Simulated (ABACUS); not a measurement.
Wanted: the native input for an ABACUS 3.10.1 run.

* Task: single point
* Functional: PBE
* Potentials or basis: Ansatz NC PBE
* Cutoff: 1211 eV
* Density cutoff: 4844 eV
* Basis: plane waves
* k mesh: 5 × 5 × 5
* Occupations: fermi-dirac, width 0.05 eV
* Spin: no spin polarisation
* Radial cutoff of the potentials (pseudo_rcut): 7 bohr
* SCF threshold on the density: 1e-08
* Max SCF steps: 100
* Eigensolver: dav
* Mixing: broyden
* Mixing share: 0.7
* Symmetry key: 1
* Bands: 12

The system is NaI.

```
I Na
1.0
     0.00000    3.23640    3.23640
     3.23640    0.00000    3.23640
     3.23640    3.23640    0.00000
I Na
1 1
Cartesian
  3.2364 3.2364 3.2364
  0.0000 0.0000 0.0000
```

These files were run (other wordings do the same):

INPUT

```
INPUT_PARAMETERS
suffix              NaI
calculation         scf
basis_type          pw
pseudo_dir          ./
symmetry            1
dft_functional      pbe
ecutwfc             89
pseudo_rcut         7
nspin               1
nbands              12
ks_solver           dav
smearing_method     fd
smearing_sigma      0.00367493
scf_thr             1e-08
scf_nmax            100
mixing_type         broyden
mixing_beta         0.7
cal_force           1
cal_stress          1
kpar                4
```

STRU

```
ATOMIC_SPECIES
I 126.9045 I.upf
Na 22.9898 Na.upf

LATTICE_CONSTANT
1.8897261246

LATTICE_VECTORS
0.0000000000 3.2364000000 3.2364000000
3.2364000000 0.0000000000 3.2364000000
3.2364000000 3.2364000000 0.0000000000

ATOMIC_POSITIONS
Direct

I
0.0
1
0.5000000000 0.5000000000 0.5000000000 1 1 1

Na
0.0
1
0.0000000000 0.0000000000 0.0000000000 1 1 1
```

KPT

```
K_POINTS
0
Gamma
5 5 5 0 0 0
```

Potentials or basis: Ansatz NC PBE, plane waves.

The run is started by

```bash
$ OMP_NUM_THREADS=1 mpirun -np 4 abacus > log
```

It gave:

- Pressure: 0.4 GPa
- Band gap on the k mesh: 3.64 eV, direct

Caveat: spin-orbit coupling is left out, which moves the levels of the heavy elements.

Wall time 4.7 s on 4 MPI ranks on Intel(R) Xeon(R) 6975P-C (Granite Rapids), on a shared host, peak memory 0.48 GiB a rank.
